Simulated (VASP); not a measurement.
Energy against volume of RuO2 (rutile). Level of theory: PBEsol GGA, VASP's PBE PAW potentials (set 64) (plane waves; VASP 6.6.1). Run with 520 eV cut-off, 7×7×10 Γ-centred mesh, first-order Methfessel-Paxton smearing of 0.10 eV, potentials Ru_pv O.

Shape and ions are relaxed at each volume.

| V (Å³/atom) | E (eV/atom) |
|---|---|
| 9.669 | -7.93380 |
| 9.977 | -7.96206 |
| 10.286 | -7.97118 |
| 10.594 | -7.96410 |

Task: Fit these four points and predict the energy of the run at 10.903 Å³/atom.

Result: A cubic in V^(−2/3), the third-order Birch-Murnaghan form, passes through the four points with V0 = 10.30 Å³/atom and B0 = 278 GPa, and gives -7.9433 eV/atom there. The run gave -7.9434 eV/atom, -0.0 meV/atom from the fit; all five points give B0 = 278 GPa.

The compound is RuO2 in the rutile structure. It was relaxed first.
